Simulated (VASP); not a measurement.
# CuO (Tenorite) (Cc) in VASP: relaxation of cell and atoms with PBE

Aim: the relaxation of cell and atoms of CuO (Tenorite) with PBE.

All numbers are computed with VASP 6.6.1; they aren't measurements. Logs are shortened: lines on timing, memory, paths and dates and some standing lists are left out, and cuts for length are marked.

### Step 1. Starting point

It takes space group Cc (No. 9, monoclinic). Conventional cell: a = 4.689 Å, b = 3.427 Å, c = 5.132 Å, α = 90.00°, β = 99.65°, γ = 90.00°. Cu (site symmetry 1) has 4 O at 1.91 to 2.02 Å as nearest neighbours. O (site symmetry 1) is surrounded by 4 Cu at 1.91 to 2.02 Å.

### Step 2. Relaxation of cell and atoms, PBE

The input, INCAR:

```
  PREC = Accurate
  ENCUT = 630
  EDIFF = 1E-6
  ISMEAR = -1
  SIGMA = 0.05
  LREAL = F
  LASPH = T
  NELM = 80
  ALGO = Fast
  ISIF = 3
  LWAVE = F
  LCHARG = F
  GGA = PE
  IBRION = 2
  NSW = 40
  EDIFFG = -0.01
```

The input, KPOINTS:

```
Automatic mesh
0
Gamma
  10 10 5
```

The input, POSCAR:

```
CuO
1.0
    2.3446500000     -1.7134000000      0.0000000000
    2.3446500000      1.7134000000      0.0000000000
   -0.8605543552      0.0000000000      5.0594363927
Cu O
2 2
Direct
    0.4968000000      0.0032000000      0.5000000000
    0.0032000000      0.4968000000      0.0000000000
    0.4056000000      0.5714000000      0.7537000000
    0.5714000000      0.4056000000      0.2537000000
```

Potentials or basis: VASP PAW PBE potentials, release 64 (Cu_GW, O_GW).

Command:

```bash
cat potpaw_PBE.64/Cu_GW/POTCAR potpaw_PBE.64/O_GW/POTCAR > POTCAR
mpirun -np 1 vasp_std > vasp.out
```

OUTCAR:

```text
PREC = Accurate
   ENCUT = 630
   EDIFF = 1E-6
   ISMEAR = -1
   LREAL = F
   LASPH = T
   NELM = 80
   ISIF = 3
   GGA = PE
   IBRION = 2
   NSW = 40
   EDIFFG = -0.01

 ion  position               nearest neighbor table
   1  0.497  0.003  0.500-   4 1.91   3 1.93   4 1.98   3 2.02
   2  0.003  0.497  0.000-   3 1.91   4 1.93   3 1.98   4 2.02
   3  0.406  0.571  0.754-   2 1.91   1 1.93   2 1.98   1 2.02
   4  0.571  0.406  0.254-   1 1.91   2 1.93   1 1.98   2 2.02

  LATTYP: Found a base centered monoclinic cell.
 ALAT       =     4.6893000000
 B/A-ratio  =     0.7307700510
 C/A-ratio  =     1.0944277397
 COS(beta)  =    -0.1676807457

  Lattice vectors:

 A1 = (   2.3446500000,  -1.7134000000,   0.0000000000)
 A2 = (   2.3446500000,   1.7134000000,   0.0000000000)
 A3 = (  -0.8605543552,   0.0000000000,   5.0594363927)

Analysis of symmetry for initial positions (statically):
=====================================================================
 Subroutine PRICEL returns:
 Original cell was already a primitive cell.

 Routine SETGRP: Setting up the symmetry group for a
 base centered monoclinic supercell.

 Subroutine GETGRP returns: Found  2 space group operations
 (whereof  1 operations were pure point group operations)
 out of a pool of  4 trial point group operations.

The static configuration has the point symmetry C_1 .
 The point group associated with its full space group is C_1h.

Analysis of symmetry for dynamics (positions and initial velocities):
=====================================================================
 Subroutine PRICEL returns:
 Original cell was already a primitive cell.

 Routine SETGRP: Setting up the symmetry group for a
 base centered monoclinic supercell.

 Subroutine GETGRP returns: Found  2 space group operations
 (whereof  1 operations were pure point group operations)
 out of a pool of  4 trial point group operations.

The dynamic configuration has the point symmetry C_1 .
 The point group associated with its full space group is C_1h.

 Subroutine INISYM returns: Found  2 space group operations
 (whereof  1 operations are pure point group operations),
 and found     1 'primitive' translations

----------------------------------------------------------------------------------------

                                     Primitive cell

  volume of cell :      40.6508

  direct lattice vectors                    reciprocal lattice vectors
     2.344650000 -1.713400000  0.000000000     0.213251445 -0.291817439  0.036271720
     2.344650000  1.713400000  0.000000000     0.213251445  0.291817439  0.036271720
    -0.860554355  0.000000000  5.059436393     0.000000000  0.000000000  0.197650474

  length of vectors
     2.903984019  2.903984019  5.132100000     0.363248171  0.363248171  0.197650474

  position of ions in fractional coordinates (direct lattice)
     0.496800000  0.003200000  0.500000000
     0.003200000  0.496800000  0.000000000
     0.405600000  0.571400000  0.753700000
     0.571400000  0.405600000  0.253700000

  ion indices of the primitive-cell ions
   primitive index   ion index
                 1           1
                 2           2
                 3           3
                 4           4

----------------------------------------------------------------------------------------

 KPOINTS: Automatic mesh

Automatic generation of k-mesh.
 Grid dimensions read from file:
 generate k-points for:   10   10    5

 Generating k-lattice:

  Cartesian coordinates                     Fractional coordinates (reciprocal lattice)
     0.021325144 -0.029181744  0.003627172     0.100000000  0.000000000 -0.000000000
     0.021325144  0.029181744  0.003627172     0.000000000  0.100000000 -0.000000000
     0.000000000  0.000000000  0.039530095     0.000000000  0.000000000  0.200000000

  Length of vectors
     0.036324817  0.036324817  0.039530095

  Shift w.r.t. Gamma in fractional coordinates (k-lattice)
     0.000000000  0.000000000  0.000000000

 Subroutine IBZKPT returns following result:
 ===========================================

 Found    141 irreducible k-points:

 Following reciprocal coordinates:
            Coordinates               Weight
  0.000000  0.000000  0.000000      1.000000
  0.100000  0.000000  0.000000      4.000000
  0.200000  0.000000  0.000000      4.000000
  0.300000  0.000000  0.000000      4.000000
  0.400000 -0.000000  0.000000      4.000000
  0.500000 -0.000000 -0.000000      2.000000
[... 16 lines left out ...]
  0.300000  0.300000  0.000000      2.000000
  0.400000  0.300000 -0.000000      4.000000
 [... further k-points ...]
   k-points           NKPTS =    141   k-points in BZ     NKDIM =    141   number of bands    NBANDS=     21
   number of dos      NEDOS =    301   number of ions     NIONS =      4
   total plane-waves  NPLWV =  24192
   dimension x,y,z NGX =    24 NGY =   24 NGZ =   42
   dimension x,y,z NGXF=    48 NGYF=   48 NGZF=   84
   ions per type =               2   2
   NGX,Y,Z   is equivalent  to a cutoff of  13.74, 13.74, 13.61 a.u.
   NGXF,Y,Z  is equivalent  to a cutoff of  27.48, 27.48, 27.21 a.u.
 SYSTEM =  unknown system
   PREC   = accura    normal or accurate (medium, high low for compatibility)
   ISTART =      0    job   : 0-new  1-cont  2-samecut
   ICHARG =      2    charge: 1-file 2-atom 10-const
   ISPIN  =      1    spin polarized calculation?
   LNONCOLLINEAR =      F non collinear calculations
   LSORBIT =      F    spin-orbit coupling
   LASPH  =      T    aspherical Exc in radial PAW
   ENCUT  =  630.0 eV  46.30 Ry    6.80 a.u.   5.94  5.94 10.50*2*pi/ulx,y,z
   NELM   =     80;   NELMIN=  2; NELMDL= -5     # of ELM steps
   EDIFF  = 0.1E-05   stopping-criterion for ELM
   LREAL  =      F    real-space projection
   EDIFFG = -.1E-01   stopping-criterion for IOM
   NSW    =     40    number of steps for IOM
   IBRION =      2    ionic relax: 0-MD 1-quasi-New 2-CG
   NFREE  =      1    steps in history (QN), initial steepest desc. (CG)
   ISIF   =      3    stress and relaxation
   ISYM   =      2    0-nonsym 1-usesym 2-fastsym
   POTIM  = 0.5000    time-step for ionic-motion
   TEBEG  =    0.0;   TEEND  =   0.0 temperature during run
   PSTRESS=    0.0 pullay stress
   NELECT =      34.0000    total number of electrons
   NUPDOWN=      -1.0000    fix difference up-down
   EMIN   =  10.00;   EMAX   =-10.00  energy-range for DOS
   EFERMI =   0.00;   METHOD = LEGACY
   ISMEAR =    -1;   SIGMA  =   0.05  broadening in eV -4-tet -1-fermi 0-gaus
   EFERMI_NEDOS =   21; number of points for ismear=-14 and -15
   IALGO  =     68    algorithm
   IMIX   =      4    mixing-type and parameters
     AMIX     =   0.40;   BMIX     =  1.00
     AMIX_MAG =   1.60;   BMIX_MAG =  1.00
  volume/ion in A,a.u.               =      10.16        68.58
  Fermi-wavevector in a.u.,A,eV,Ry     =   1.542451  2.914811 32.370388  2.379156
  Thomas-Fermi vector in A             =   2.648254
   LORBIT       =      0    0 simple, 1 ext, 2 COOP (PROOUT), +10 PAW based schemes
   GGA     = PE    functional components
   LHFCALC =     F    Hartree Fock is set to
   AEXX    =    0.0000 exact exchange contribution
   IVDW    =     0    specifies the selected vdW correction
   LEPSILON=     F    determine dielectric tensor
   LRPA    =     F    only Hartree local field effects (RPA)
 conjugate gradient relaxation of ions
 non-spin polarized calculation
 RMM-DIIS sequential band-by-band and
  energy-cutoff  :      630.00
  volume of cell :       40.65
 maximum number of plane-waves:      1482
   NGX = 11   NGY = 11   NGZ = 21

--------------------------------------- Ionic step        1  -------------------------------------------

 number of electron      33.9999994 magnetization

 Free energy of the ion-electron system (eV)
  ---------------------------------------------------
  ext. energy  EPLUGINS =         0.00000000
  ---------------------------------------------------
  free energy    TOTEN  =       -19.59164217 eV

  energy without entropy =      -19.57247280  energy(sigma->0) =      -19.58205749

 E-fermi :   4.3782     XC(G=0): -12.0091

 val. band max:        4.3618043193   @ k =  -0.2000   0.3000   0.4000
 cond. band min:       4.3811100860   @ k =  -0.4000   0.2000   0.4000
 fundamental gap:      0.0193057667
 Fermi energy:         4.3782243726

 k-point     1 :       0.0000    0.0000    0.0000
  band No.  band energies     occupation
      1     -15.5481      2.00000
      2     -14.2357      2.00000
      3      -3.7585      2.00000
      4      -1.1662      2.00000
      5      -0.8049      2.00000
      6       0.9956      2.00000
[... 565 lines left out ...]
     20      10.8615      0.00000
     21      13.3291      0.00000

 [... further k-points ...]

------------------------ aborting loop because EDIFF is reached ----------------------------------------

  FORCE on cell =-STRESS in cart. coord.  units (eV):
  Direction    XX          YY          ZZ          XY          YZ          ZX
  --------------------------------------------------------------------------------------
  -------------------------------------------------------------------------------------
  Total        1.1351073      1.4171979      0.9898267      0.0000000      0.0000000     -0.4222886
  in kB       44.7382086     55.8562984     39.0122340      0.0000000      0.0000000    -16.6437435
  external PRESSURE =      46.5355803 kB  Pullay stress =       0.0000000 kB
[... 95 lines left out ...]
  FREE ENERGIE OF THE ION-ELECTRON SYSTEM (eV)
  ---------------------------------------------------
  free  energy   TOTEN  =       -19.6536958302 eV

  energy  without entropy=      -19.6342443613  energy(sigma->0) =      -19.64397010

[... ionic steps 4 to 28 ...]

--------------------------------------- Ionic step       29  -------------------------------------------

 number of electron      34.0000002 magnetization

------------------------ aborting loop because EDIFF is reached ----------------------------------------
[... 71 lines left out ...]
--------------------------------------- Ionic step       31  -------------------------------------------

 number of electron      34.0000001 magnetization

 Free energy of the ion-electron system (eV)
  ---------------------------------------------------
  ext. energy  EPLUGINS =         0.00000000
  ---------------------------------------------------
  free energy    TOTEN  =       -19.80197907 eV

  energy without entropy =      -19.78120716  energy(sigma->0) =      -19.79159311

 E-fermi :   3.6385     XC(G=0): -11.3967

 val. band max:        3.6364792039   @ k =  -0.3000   0.5000   0.4000
 cond. band min:       3.6419843066   @ k =   0.3000   0.1000   0.0000
 fundamental gap:      0.0055051027
 Fermi energy:         3.6385262701

 k-point     1 :       0.0000    0.0000    0.0000
  band No.  band energies     occupation
      1     -16.1235      2.00000
      2     -14.8228      2.00000
      3      -4.4169      2.00000
      4      -1.7943      2.00000
      5      -1.7040      2.00000
      6      -0.0457      2.00000
[... 565 lines left out ...]
     20       9.2756      0.00000
     21      12.7329      0.00000

 [... further k-points ...]

------------------------ aborting loop because EDIFF is reached ----------------------------------------

  FORCE on cell =-STRESS in cart. coord.  units (eV):
  Direction    XX          YY          ZZ          XY          YZ          ZX
  --------------------------------------------------------------------------------------
  -------------------------------------------------------------------------------------
  Total       -0.0281351     -0.0276814     -0.0396000      0.0000000      0.0000000      0.0030354
  in kB       -1.0129249     -0.9965898     -1.4256867      0.0000000      0.0000000      0.1092802
  external PRESSURE =      -1.1450671 kB  Pullay stress =       0.0000000 kB
[... 19 lines left out ...]
  FREE ENERGIE OF THE ION-ELECTRON SYSTEM (eV)
  ---------------------------------------------------
  free  energy   TOTEN  =       -19.8019790706 eV

  energy  without entropy=      -19.7812071552  energy(sigma->0) =      -19.79159311

 reached required accuracy - stopping structural energy minimisation
```

Wall time 17 min (1 thread of Intel Xeon 6975P-C (Granite Rapids), shared host); peak memory 0.3 GiB.

What came out:

```
Free energy                            : -19.8020 eV
Relaxed volume                         : 11.13 Å³/atom
Relaxed cell                           : a = 2.942 Å, b = 2.942 Å, c = 5.149 Å, α = 90.68°, β = 90.68°, γ = 87.49°
Space group after relaxing (to 0.05 Å) : C2/c (No. 15)
Energy gained by relaxing              : 52.6 meV/atom
Ionic steps                            : 31
Pressure after relaxing                : -0.1 GPa
Largest force after relaxing           : 0.010 eV/Å
Band gap on the k mesh                 : none (metal or under the smearing width)
```

Forces on the atoms (eV/Å):
```
Cu  -0.002  0.003  0.009
Cu  -0.002 -0.003  0.009
O    0.002 -0.004 -0.009
O    0.002  0.004 -0.009
```

The path:
| step | energy change (eV) | largest force (eV/Å) | pressure (GPa) | volume (Å³) |
| --- | --- | --- | --- | --- |
| 1 | 0.0000 | 0.7590 | 4.65 | 40.65 |
| 2 | -0.0589 | 0.3064 | -2.82 | 42.41 |
| 3 | -0.0621 | 0.2991 | -1.65 | 42.06 |
| 4 | -0.0778 | 0.2146 | 0.75 | 41.69 |
| 5 | -0.0794 | 0.2157 | 1.82 | 41.54 |
| 6 | -0.0938 | 0.1771 | 1.43 | 41.86 |
| 7 | -0.1241 | 0.0580 | 0.58 | 42.78 |
| 8 | -0.1233 | 0.2724 | -0.48 | 44.53 |
| 9 | -0.1338 | 0.1257 | 0.09 | 43.63 |
| 10 | -0.1525 | 0.0665 | -0.71 | 44.05 |
| 11 | -0.1831 | 0.1279 | -2.88 | 45.19 |
| 12 | -0.2025 | 0.0842 | 0.60 | 44.25 |
| 13 | -0.2027 | 0.0835 | 0.94 | 44.16 |
| 14 | -0.2063 | 0.0817 | 0.28 | 44.31 |
| 15 | -0.2066 | 0.0935 | 0.06 | 44.36 |
| 16 | -0.2076 | 0.0435 | -0.18 | 44.43 |
| 17 | -0.2077 | 0.0405 | -0.17 | 44.45 |
| 18 | -0.2082 | 0.0259 | 0.04 | 44.38 |
| 19 | -0.2084 | 0.0194 | 0.29 | 44.33 |
| 20 | -0.2088 | 0.0107 | 0.06 | 44.42 |
| 21 | -0.2090 | 0.0203 | -0.05 | 44.49 |
| 22 | -0.2090 | 0.0491 | -0.57 | 44.64 |
| 23 | -0.2091 | 0.0327 | -0.30 | 44.56 |
| 24 | -0.2093 | 0.0308 | -0.25 | 44.56 |
| 25 | -0.2098 | 0.0271 | -0.19 | 44.55 |
| 26 | -0.2098 | 0.0286 | 0.00 | 44.55 |
| 27 | -0.2100 | 0.0266 | -0.09 | 44.55 |
| 28 | -0.2102 | 0.0101 | -0.02 | 44.51 |
| 29 | -0.2103 | 0.0177 | 0.10 | 44.48 |
| 30 | -0.2103 | 0.0029 | -0.11 | 44.51 |
| 31 | -0.2103 | 0.0096 | -0.11 | 44.50 |

Final structure:
```
Cu O
1.0
     2.11970   -2.03393    0.15101
     2.11970    2.03393    0.15101
    -0.45007    0.00000    5.12901
Cu O
2 2
Cartesian
  2.9295 1.0167 2.7984
  3.1545 -1.0167 0.2339
  1.7568 0.0184 4.0059
  1.9818 -0.0184 1.4413
```

Levels at points of the mesh, in eV from the Fermi level:
| k point | band 15 | band 16 | band 17 | band 18 | band 19 | band 20 |
| --- | --- | --- | --- | --- | --- | --- |
| (0.00, 0.00, 0.00) | -2.26 | -1.88 | 0.64 | 0.74 | 1.41 | 6.10 |
| (0.50, 0.00, 0.00) | -1.55 | -1.48 | 0.23 | 0.48 | 3.74 | 5.87 |
| (0.50, 0.50, 0.00) | -1.59 | -1.19 | -1.16 | 1.14 | 2.17 | 7.21 |

Caveat: the run has no spin polarisation, though such a crystal can be magnetic; semilocal functionals often make such compounds metallic where correlation or magnetic order opens a gap, which also shifts bond lengths. With open d or f shells a metallic result of PBE can be an artefact of self-interaction; +U or a hybrid may open a gap.

### Step 3. For comparison

An earlier run on the cell as given: functional PBEsol; potentials or basis VASP PAW PBE potentials, release 64 (Cu, O); cutoff 520 eV; k mesh 10 × 10 × 5; occupations fermi-dirac, width 0.05 eV; no spin polarisation.

* Pressure: -2.0 GPa
* Largest force: 0.756 eV/Å
* Band gap on the k mesh: none (metal or under the smearing width)
